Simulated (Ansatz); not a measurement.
Runs of Ansatz 0.2.0 on Nb. The typed cell holds 1 atom: a = 2.707 Å, b = 3.357 Å, c = 2.926 Å, α = 126.55°, β = 106.47°, γ = 102.66°. This isn't the form of Nb at room conditions, which is bcc.

```tsv
task	level	cell	points for each segment of the path	gap on the mesh (eV)	pressure (GPa)
single point	PBE0	cell sheared at random, sigma 0.1, atoms nudged by 0.01 Å	-	none	6.3
single point	PBEsol0	cell sheared at random, sigma 0.1, atoms nudged by 0.01 Å	-	none	(a)
band structure	HSE06	cell sheared at random, sigma 0.1, atoms nudged by 0.01 Å	4	none	6.5
single point	B3LYP	cell sheared at random, sigma 0.1, atoms nudged by 0.01 Å	-	none	13.0
relaxation of cell and atoms	PBEsol0	relaxed from: cell sheared at random, sigma 0.1, atoms nudged by 0.01 Å	-	none	0.0
```

Alike in all rows: potentials or basis Ansatz PAW; no spin polarisation; k mesh 6 × 6 × 7; cutoff (eV) 420; smearing fermi-dirac 0.05 eV; the mesh is coarse, so values aren't converged.

**Question.** Estimate the missing entries.

**Answer.** (a) 1.9.

Caveats: all runs use coarse meshes; the PAW data sets come from PBE, with cores solved anew for the run's functional, which leaves a small shift of forces and pressure; the thresholds are loose for stress (some runs); the plane-wave basis is chosen anew once the cell has moved, so the energies of steps on either side of that aren't comparable (some runs).

A k mesh can miss the band edges, and the runs leave out spin-orbit coupling on Nb.

A gap of «none» marks a metal or a gap under the smearing width.
